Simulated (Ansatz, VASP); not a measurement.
# One calculation of Ag, two programs

INCAR

```
SYSTEM = Ag
PREC = Accurate
ENCUT = 520
EDIFF = 1E-6
ISMEAR = 0
SIGMA = 0.15
LREAL = .False.
LASPH = .True.
NELM = 80
ALGO = Normal
ISIF = 2
LWAVE = .False.
LCHARG = .False.
GGA = PS
NBANDS = 12
```

File KPOINTS:

```
Automatic mesh
0
Gamma
  20 20 20
  0 0 0
```

File POSCAR:

```
Ag
1.0
    0.0000000000      2.0124535000      2.0124535000
    2.0124535000      0.0000000000      2.0124535000
    2.0124535000      2.0124535000      0.0000000000
Ag
1
Direct
    0.0000000000      0.0000000000      0.0000000000
```

Input for Ansatz:

```yaml
crystal:
  lattice:
    - [0.0, 2.0124535, 2.0124535]
    - [2.0124535, 0.0, 2.0124535]
    - [2.0124535, 2.0124535, 0.0]
  atoms:
    - { symbol: Ag, position: [0.0, 0.0, 0.0] }
basis:
  ecutwfc: 420
kpoints:
  mp_grid: { grid: [20, 20, 20] }
hamiltonian:
  xc: pbesol
scf:
  occupations: { method: gaussian, width: 0.15 }
output:
  forces: true
  stress: true
  eigenvalues: true
```

Change from the starting cell: strain -0.015 along x and y, -0.015 along z, atoms carried along.

Alike in both runs: task single point; functional PBEsol; k mesh 20 × 20 × 20; occupations gaussian, width 0.15 eV; no spin polarisation.

|  | VASP | Ansatz |
| --- | --- | --- |
| version | VASP 6.6.1 | Ansatz 0.2.0 |
| potentials or method | VASP PAW PBE potentials, release 64 (Ag) | scalar-relativistic, plane waves, PAW |
| plane-wave cutoff (eV) | 520 | 420 |
| valence electrons in the cell | 11 | 19 |

Ansatz gave:

- gap on the k mesh at the Fermi level (eV): none
- pressure (GPa): 2.8

**Question.** Estimate VASP's values.

**Answer.** gap on the k mesh at the Fermi level (eV): none; pressure (GPa): 2.5.

A gap of «none» marks a metal or a gap that the smearing closes. The functional is the same, so the differences come from potentials, cutoffs and numerics. The two sets of potentials don't hold the same shells in valence.

Caveats: the PAW data sets were made with another functional, which shifts forces and pressure a little (VASP).
